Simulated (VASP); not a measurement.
A run of VASP 6.6.1:

The input INCAR:

```
ALGO = Normal ; EDIFF = 1E-7
EDIFFG = -0.01 ; ENCUT = 600
GGA = PE ; IBRION = 2
ISIF = 2 ; ISMEAR = 0
LASPH = T ; LCHARG = F
LREAL = F ; LWAVE = F
NELM = 80 ; NSW = 40
PREC = Accurate ; SIGMA = 0.03
```

File KPOINTS:

```
k-points
0
Gamma
  10 10 10
```

The input POSCAR:

```
BeSe                                    
1.0
    0.0000000000      2.5378726159      2.5378726159
    2.5378726159      0.0000000000      2.5378726159
    2.5378726159      2.5378726159      0.0000000000
  Be              Se            
     1     1
Direct
     0.0000000000000000    0.0000000000000000    0.0000000000000000
     0.2500000000000000    0.2500000000000000    0.2500000000000000
```

Potentials or basis: VASP PAW PBE potentials, release 64 (Be, Se).

Run with:

```bash
$ cat potpaw_PBE.64/Be/POTCAR potpaw_PBE.64/Se/POTCAR > POTCAR
$ mpirun -np 1 vasp_std > vasp.out
```

Hardware: 1 thread of Intel(R) Xeon(R) 6975P-C (Granite Rapids), on a shared host.

Estimate the wall time of this run.

Wall time 9.2 s on 1 thread of Intel(R) Xeon(R) 6975P-C (Granite Rapids) (shared host), peak memory 0.17 GiB. Counts: scf iterations 13, k points 47, ion steps 1.
